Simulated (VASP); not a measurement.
These are revPBE GGA, VASP's PBE PAW potentials (set 64) (plane waves; VASP) values and carry that method's errors.

A VASP calculation is set up with these files.

### POSCAR
```
Li2O
1.0
  0.0000000000   2.3407186263   2.3407186263
  2.3407186263   0.0000000000   2.3407186263
  2.3407186263   2.3407186263   0.0000000000
Li O
2 1
Direct
  0.2500000000   0.2500000000   0.2500000000
  0.7500000000   0.7500000000   0.7500000000
  0.0000000000   0.0000000000   0.0000000000
```

### KPOINTS
```
Automatic mesh
0
Gamma
7 7 7
0 0 0
```

INCAR:
```
SYSTEM = Li2O
PREC = Accurate
ENCUT = 520
EDIFF = 1E-6
NELM = 100
ALGO = Normal
LREAL = .FALSE.
LASPH = .TRUE.
ISMEAR = 0
SIGMA = 0.05
GGA = RE
LWAVE = .FALSE.
LCHARG = .FALSE.
IBRION = 2
ISIF = 3
NSW = 60
EDIFFG = -0.02
```

POTCAR, in this order: Li_sv O (PBE.64 set). Program: vasp_std.

What VASP printed:

### OSZICAR
```
       N       E                     dE             d eps       ncg     rms          rms(c)
DAV:   1     0.465224928986E+02    0.46522E+02   -0.62205E+03   400   0.129E+03
DAV:   2    -0.100937539410E+02   -0.56616E+02   -0.52954E+02   476   0.235E+02
DAV:   3    -0.154014336751E+02   -0.53077E+01   -0.52912E+01   704   0.630E+01
DAV:   4    -0.154564520200E+02   -0.55018E-01   -0.54989E-01   530   0.776E+00
DAV:   5    -0.154567430501E+02   -0.29103E-03   -0.29102E-03   566   0.489E-01    0.753E+00
DAV:   6    -0.136898214915E+02    0.17669E+01   -0.99423E+00   402   0.199E+01    0.294E+00
DAV:   7    -0.136637573434E+02    0.26064E-01   -0.23613E-01   452   0.408E+00    0.151E+00
DAV:   8    -0.136740689878E+02   -0.10312E-01   -0.71324E-02   458   0.334E+00    0.382E-01
DAV:   9    -0.136727804176E+02    0.12886E-02   -0.72994E-03   532   0.772E-01    0.114E-01
DAV:  10    -0.136736065095E+02   -0.82609E-03   -0.18312E-03   422   0.335E-01    0.551E-02
DAV:  11    -0.136735947530E+02    0.11756E-04   -0.62071E-05   562   0.884E-02    0.132E-02
DAV:  12    -0.136735993568E+02   -0.46038E-05   -0.16224E-05   476   0.331E-02    0.326E-03
DAV:  13    -0.136735998316E+02   -0.47479E-06   -0.17593E-06   452   0.115E-02
   1 F= -.13673600E+02 E0= -.13673600E+02  d E =-.136736E+02
```

File OUTCAR:
```
------------------------ aborting loop because EDIFF is reached ----------------------------------------
  FORCE on cell =-STRESS in cart. coord.  units (eV):
  Direction    XX          YY          ZZ          XY          YZ          ZX
  --------------------------------------------------------------------------------------
  Total        0.0195230      0.0195230      0.0195230      0.0000000     -0.0000000      0.0000000
  in kB        1.2194930      1.2194930      1.2194930      0.0000000     -0.0000000      0.0000000
  external PRESSURE =       1.2194930 kB  Pullay stress =       0.0000000 kB
  volume of cell :       25.65
      direct lattice vectors                 reciprocal lattice vectors
     0.000000000  2.340718626  2.340718626    -0.213609613  0.213609613  0.213609613
     2.340718626  0.000000000  2.340718626     0.213609613 -0.213609613  0.213609613
     2.340718626  2.340718626  0.000000000     0.213609613  0.213609613 -0.213609613
 POSITION                                       TOTAL-FORCE (eV/Angst)
 -----------------------------------------------------------------------------------
      1.17036      1.17036      1.17036        -0.000000      0.000000     -0.000000
      3.51108      3.51108      3.51108         0.000000     -0.000000      0.000000
      0.00000      0.00000      0.00000         0.000000     -0.000000     -0.000000
 -----------------------------------------------------------------------------------
    total drift:                                0.000000      0.000000      0.000000
  FREE ENERGIE OF THE ION-ELECTRON SYSTEM (eV)
  ---------------------------------------------------
  free  energy   TOTEN  =       -13.6735998316 eV

  energy  without entropy=      -13.6735998316  energy(sigma->0) =      -13.67359983

 reached required accuracy - stopping structural energy minimisation
```
(Selected blocks of OUTCAR.)

**OUTCAR**
```
 val. band max:        1.2793393843   @ k =   0.0000   0.0000   0.0000

 cond. band min:       6.3380346166   @ k =   0.0000   0.0000   0.0000


 Fermi energy:         1.5310374924

 k-point     1 :       0.0000    0.0000    0.0000
  band No.  band energies     occupation
      1     -42.0043      2.00000
      2     -41.7233      2.00000
      3     -14.1795      2.00000
      4       1.2793      2.00000
      5       1.2793      2.00000
      6       1.2793      2.00000
      7       6.3380      0.00000
      8      13.1740      0.00000
      9      13.1740      0.00000
     10      13.1741      0.00000

 k-point     2 :       0.1429    0.0000    0.0000
  band No.  band energies     occupation
      1     -41.9885      2.00000
      2     -41.7350      2.00000
      3     -14.1414      2.00000
      4       0.6589      2.00000
      5       1.1935      2.00000
      6       1.1935      2.00000
      7       6.8761      0.00000
      8      13.1414      0.00000
      9      13.4273      0.00000
     10      13.4273      0.00000

 k-point     3 :       0.2857    0.0000    0.0000
  band No.  band energies     occupation
      1     -41.9448      2.00000
      2     -41.7698      2.00000
      3     -14.0504      2.00000
      4      -0.4849      2.00000
      5       1.0136      2.00000
      6       1.0136      2.00000
      7       8.1136      0.00000
      8      12.6608      0.00000
      9      13.6007      0.00000
     10      13.6008      0.00000

 k-point     4 :       0.4286    0.0000    0.0000
  band No.  band energies     occupation
      1     -41.8850      2.00000
      2     -41.8226      2.00000
      3     -13.9722      2.00000
      4      -1.2620      2.00000
      5       0.8807      2.00000
      6       0.8807      2.00000
      7       9.6834      0.00000
      8      11.4282      0.00000
      9      13.3290      0.00000
     10      13.3290      0.00000

 k-point     5 :       0.1429    0.1429    0.0000
...
```

The compound is Li2O in the antifluorite structure. It was relaxed first. The start is the result of an earlier pass.
